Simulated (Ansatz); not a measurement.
Crystal: Ge.

```
Ge
1.0
     0.00000    2.82891    2.82891
     2.82891    0.00000    2.82891
     2.82891    2.82891    0.00000
Ge
2
Direct
  0.75000 0.75000 0.75000
  0.50000 0.50000 0.50000
```

- Program: Ansatz 0.2.0
- Task: relaxation of cell and atoms
- Functional: revPBE
- Potentials or basis: Ansatz PAW
- Cutoff: 420 eV (not typed: the program's choice for these potentials)
- k mesh: 8 × 8 × 8
- Occupations: fermi-dirac, width 0.05 eV
- Spin: no spin polarisation

At the start: volume 22.64 Å³/atom.

Question: Where does the relaxation end?

Answer: It ends after 5 steps and the volume is 24.40 Å³/atom (+7.8 %); space group Fd-3m (No. 227, to 0.05 Å).

The path:
| step | energy change (eV) | largest force (eV/Å) | volume (Å³) |
| --- | --- | --- | --- |
| 1 | 0.0000 | 0.0000 | 45.28 |
| 2 | -0.0479 | 0.0000 | 47.97 |
| 3 | -0.0503 | 0.0000 | 48.70 |
| 4 | -0.0503 | 0.0000 | 48.79 |
| 5 | -0.0509 | 0.0000 | 48.79 |

Final structure:
```cif
data_structure
_symmetry_space_group_name_H-M 'P 1'
_symmetry_Int_Tables_number 1
_cell_length_a 4.1016
_cell_length_b 4.1016
_cell_length_c 4.1016
_cell_angle_alpha 60.000
_cell_angle_beta 60.000
_cell_angle_gamma 60.000
_cell_volume 48.79
loop_
_atom_site_label
_atom_site_type_symbol
_atom_site_fract_x
_atom_site_fract_y
_atom_site_fract_z
_atom_site_occupancy
Ge1 Ge 0.75000 0.75000 0.75000 1
Ge2 Ge 0.50000 0.50000 0.50000 1
```

The cell as given is a measured one (22.64 Å³/atom); revPBE puts the equilibrium volume +7.8 % from it, thermal expansion not counted.

Caveat: the plane-wave basis is chosen anew once the cell has moved, so the energies of steps on either side of that aren't comparable; the PAW data sets come from PBE, with cores solved anew for the run's functional, which leaves a small shift of forces and pressure.
